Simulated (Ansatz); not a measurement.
**KF: one input, then a changed one**

The cell is built from the wurtzite type as a first guess.

First run: DFT, PBE, PAW with Ansatz's default frozen-core files, scalar-relativistic (Ansatz 0.2.0).

Command: `ansatz run input.yaml --threads 1 --pin off --max-ram 3072MiB --backend cpu --events-out ev --progress --plain --runs-dir out` The run took 120 s on 1 thread of Intel(R) Xeon(R) Platinum 8559C (Emerald Rapids), on a shared host, peak memory 0.47 GiB.

```yaml
crystal:
  lattice:
    - [3.6645736486, 0.0, 0.0]
    - [-1.8322868243, 3.1736138737, 0.0]
    - [0.0, 0.0, 5.9732550472]
  atoms:
    - { symbol: K, position: [0.3333333333, 0.6666666667, 0.0] }
    - { symbol: K, position: [0.6666666667, 0.3333333333, 0.5] }
    - { symbol: F, position: [0.3333333333, 0.6666666667, 0.376] }
    - { symbol: F, position: [0.6666666667, 0.3333333333, 0.876] }
kpoints:
  mp_grid: { grid: [11, 11, 6] }
scf:
  occupations: { method: fermi_dirac, width: 0.03 }
hamiltonian:
  xc: pbe
  pseudopotentials: { kind: paw }
output:
  forces: true
  stress: true
relax:
  f_tol: 0.005
  max_steps: 80
  cell: {}
```

Result: converged; relaxed volume 24.066 Å³/atom; 141 SCF iterations in all.

The input is then changed:

```diff
@@ -13,4 +13,5 @@
 scf:
   occupations: { method: fermi_dirac, width: 0.03 }
+  eigensolver: { kind: davidson }
 hamiltonian:
   xc: pbe
@@ -23,3 +24,5 @@
   max_steps: 80
   cell: {}
+basis:
+  precision: f64
```

Predict the outcome of the changed run.

It converged; energy at zero smearing 0.0 meV/atom from the first run; relaxed volume 24.063 Å³/atom; 161 SCF iterations in all.
